For hexagonal cobalt, a basis of atomic orbitals can give the magnetic moment to within 0.01 Bohr magneton per cell while its total energy is still more than 1 eV per atom above the plane-wave result. Enlarging that basis lowers the energy by a further 0.59 eV per atom and leaves the moment almost where it was. The moment hardly responds to what the basis still lacks, although the lack is large. Whoever judges the basis by the moment alone will take it for complete.

Collinear spin-polarised LDA calculations with GPAW 26.7.0 and its PAW data sets (gpaw-data 1.2.1) for ferromagnetic hexagonal cobalt, two atoms per cell, at fixed geometry. All rows use an 8×8×4 k mesh and Fermi-Dirac smearing of 0.05 eV, with energies extrapolated to zero smearing; the plane-wave cutoff is 600 eV.

```
  sweep value  energy less tightest (meV/atom)  force miss (eV/Å)  cell moment (μB)
 lcao:sz(dzp)                           4793.4              0.000             3.335
lcao:szp(dzp)                           1939.5              0.000             3.131
 lcao:dz(dzp)                           1088.8              0.000             3.179
     lcao:dzp                            496.2              0.000             3.178
           fd                           -110.7              0.000             3.187
           pw                              0.0              0.000             3.187
```

The first four rows build the electron waves from orbitals centred on the atoms. The set sz has one radial function for each valence orbital and dz has two; a final p adds a polarisation function, which brings an angular shape that the valence orbitals do not have. The ending (dzp) marks a smaller set cut out of the full dzp set. The last two rows describe the waves on a real-space grid (fd) and by plane waves (pw).

The column "energy less tightest" counts from the plane-wave row, which serves as the reference and is not an exact answer. The "cell moment" is the surplus of spin-up over spin-down electrons in a cell of two atoms. It is 3.187 Bohr magnetons with plane waves, or about 1.59 per atom. All rows describe a ferromagnet with a similar moment, so the large energy differences do not signal a change of magnetic order.

The rows dz(dzp) and dzp show the failure most clearly. The first lies 1089 meV per atom above plane waves, the second 496. Between them the moment changes by only 0.001 Bohr magneton, and it moves slightly away from the reference. The warning sign is the size of the last energy step: a sequence that has just gained more than half an electronvolt gives no reason to think that it has reached its end.

The direction of the energy error follows from the variational principle. Within a given set of functions, the calculation looks for the combination with the lowest energy. A larger set that contains the smaller one still offers the old combination and may offer a better one, so the energy can fall but should not rise. The table follows this rule along both routes from sz to dzp, whether the polarisation function or the second radial function comes first.

Much of the gain from a second radial function is to be expected, because an atom in a metal differs from a free atom. With one radial function, an orbital keeps a fixed profile: it can be occupied more or less, but it can neither tighten around the nucleus nor spread towards the neighbours. A second radial function allows both, since a mixture of two profiles can be narrow or wide. For cobalt this freedom matters to the compact 3d orbitals, which hold most of the valence electrons, and to the diffuse 4s orbitals, which merge into a band.

A polarisation function repairs another defect. The surroundings of an atom in a crystal are not spherical, and an electron wave that runs through the crystal has to change its shape between one atom and the next. Orbitals with the angular shapes of the free atom's valence shell follow such a wave only roughly. The added shape lets charge shift towards some directions and away from others.

If the two repairs were independent, their gains would add. The polarisation function gains 2854 meV per atom when it joins sz, so it should gain as much when it joins dz. That would put dzp at 1089 − 2854 = −1765 meV per atom, far below plane waves. The calculation puts it at +496, because the polarisation function gains only 593 once the second radial function is present.

A likely reason, which the table does not test, is that functions on neighbouring atoms can stand in for one another. On a single atom, a change of radial profile and a new angular shape are quite distinct. In the crystal, the outer part of a neighbour's orbital reaches into the region of the first atom, and seen from there it is a mixture of many angular shapes. A second radial function lets this outer part grow or shrink relative to the inner part. The radial freedom on the twelve surrounding atoms can therefore do part of the work of polarisation, and the polarisation functions can likewise supply some of the missing radial freedom.

This suggests a simple rule: each kind of function leaves a certain fraction of the energy error, whatever the other kind has already removed. Let D be the energy of a set above plane waves. The rule then reads

D(dzp) = D(dz) × D(szp) / D(sz)

The polarisation function leaves 1939.5 / 4793.4 = 0.405 of the error when it is added to sz. Applied to dz, the same fraction gives 0.405 × 1088.8 = 441 meV per atom.

The computed value is 496, so the estimate is about 11% too low. It uses only the three smaller sets and the plane-wave zero, and has no adjustable constant. The rule was, however, proposed with the dzp row already in view, so the agreement is a single check and not a prediction. The result depends on the chosen zero: if the errors are counted from the grid row instead, the rule places dzp 391 meV per atom above plane waves, a poorer estimate. The rule is a compact description of overlapping repairs and not a law of basis sets, but it comes far closer than adding the gains.

The moment behaves differently because it only counts electrons, whereas the energy also depends on the shape of every occupied orbital. A basis that describes the 3d orbitals poorly raises the energy of every electron in them, for both spins. These costs add up in the total energy. The moment changes only if electrons move from one spin to the other, and an error that shifts all bands of both spins alike gives them no cause to do so.

Cobalt has a further protection, known from the standard picture of a strong ferromagnet: its spin-up 3d band is practically full. Take nine valence electrons per atom, five of them in that full band, and let n be the number of spin-up electrons in the broad band formed mainly from s and p states. There are then 5 + n electrons with spin up and 4 − n with spin down, so the moment per atom is

m = (5 + n) − (4 − n) = 1 + 2n

A moment of about 1.6 requires n to be about 0.3. As long as the spin-up 3d band stays full, 1 of these 1.6 Bohr magnetons is fixed, and only the remainder, 2n, can respond to the basis.

The same picture suggests why even the poorest set does tolerably well. Its moment is too large by 0.147 Bohr magneton per cell, less than 5%, although its energy is almost 5 eV per atom too high. In the formula, this error corresponds to a few hundredths of an electron per atom. A magnet whose spin-up d band is only partly filled lacks this protection, and its moment has more freedom to follow errors in the bands.

The moment also lacks the one-sided behaviour of the energy. It is too high with sz and too low with szp, by 0.056 Bohr magneton per cell, so its error changes sign between the two sets. A basis could therefore match the reference moment simply because two errors cancel. Agreement in a quantity that can err in both directions is weaker evidence than a small last step in one that can only fall.

The grid row shows a second failure, and here the energy itself misleads. The grid and plane-wave moments agree to better than 0.001 Bohr magneton, yet the grid energy is 111 meV per atom lower. By the rule that served for the orbital sets, the grid would seem to be the better calculation. That rule holds only when the larger set contains the smaller one and both use the same expression for the energy, and a grid calculation changes the expression.

The change is easiest to see in the kinetic energy, which depends on the curvature of a wave. On a grid, the curvature is estimated from values at neighbouring points. For a wave of wavenumber k and a grid spacing h, the simplest formula replaces k² by

(2 − 2 cos kh) / h² ≈ k² (1 − k²h²/12)

The result is too small, and most so for the shortest waves. Formulas that use more points reduce the error, but the standard central ones keep its sign.

A grid can thus lower the energy by undercounting the cost of rapid variation. The PAW method puts only smoothed waves on the grid, but even these vary fastest close to the nuclei. Such an error would affect both spins nearly alike and hardly touch the moment, which fits the nearly equal moments of the two rows. This is a plausible source of the offset and not a tested one. The plane-wave set is finite too and lies somewhat above its own limit, which may account for part of the difference. A finer grid and a higher cutoff would separate the two contributions.

The uncertainty in the reference does not rescue the orbital basis. Counted from the grid row, dzp is 496 + 111 = 607 meV per atom too high, which is worse than before. The offset between the two references is less than a quarter of the error that dzp shows against plane waves. It does limit how finely that error can be stated: about half an electronvolt per atom is a safe reading, and the last digits are not.

The "force miss" column looks like the best result of all, with zero in every row, but it is an empty test. In the ideal hexagonal structure, a threefold axis through each atom cancels any sideways force, and a mirror plane cancels any force along the axis. Even the poorest basis obeys these symmetries. A test can rank basis sets only if a poor set is able to fail it.

An offset of half an electronvolt need not spoil every use of the dzp basis, because much of it can cancel in an energy difference. The overlap between neighbouring functions suggests when the offset should cancel. Two structures in which each atom has similar neighbours borrow functions to a similar extent, and much of the error drops out of their difference. When a bond is broken or a surface is cut, atoms lose neighbours and the functions that came with them, so the cancellation should be poorer.

Subtracting one row from another measures the difference between methods, but a physical energy difference should never mix them: if the bulk energy came from plane waves and the energy of a slab from dzp, the surface energy would contain the offset of every atom in the slab. The sound test is to compute the wanted difference itself, with both structures treated alike, in two basis sets. If that difference holds still, this is evidence that the basis serves the purpose, even where the total energies disagree. It is not proof: from dz to dzp the moment moves by only 0.001 Bohr magneton per cell, while it remains almost 0.01 away from the plane-wave value. A comparison with plane waves for one case is the stronger check.
